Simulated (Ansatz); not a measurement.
System: tetradymite Sb2Te3. Method: LDA+SOC (PAW; Ansatz, a program for electronic structure).

Run with plane-wave cutoff 520 eV, 10×10×10 k mesh, Fermi–Dirac smearing 0.01 eV, PAW data made under PBE.

Cell (measured lattice):

Space group R-3m, hexagonal axes (No. 166); a = 4.256 Å, b = 4.256 Å, c = 30.363 Å, α = 90.00°, β = 90.00°, γ = 120.00°

| atom | site | symmetry | x | y | z |
|---|---|---|---|---|---|
| Sb | 6c | 3m | 0.0000 | 0.0000 | 0.3983 |
| Te | 3a | -3m | 0.0000 | 0.0000 | 0.0000 |
| Te | 6c | 3m | 0.0000 | 0.0000 | 0.2119 |
(The calculation used a cell of 5 atoms; values per cell refer to that cell.)

**Question.** Predict the band gap, smallest direct gap on the k points sampled and direct gap at Γ.

**Answer.** 
- band gap = 0.09 eV (indirect)
- smallest direct gap on the k points sampled = 0.12 eV
- direct gap at Γ = 0.41 eV

Measured, for comparison: band gap 0.3 eV (temperature not stated, not corrected to a static lattice, compiled measured gap; kind and temperature not stated, our sources range from 0.17 to 0.30; as tabulated in Kothakonda et al. (2022), arXiv:2208.02841). Computed (rounded) less measured: band gap -0.21 eV (within the reference's last digit to -0.21 eV over the range).

Note: cell and atoms aren't relaxed at this level (largest force component 0.04 eV/Å, pressure -1.1 GPa).

Computed values are for the static lattice.

The result took roughly 18 core-minutes.
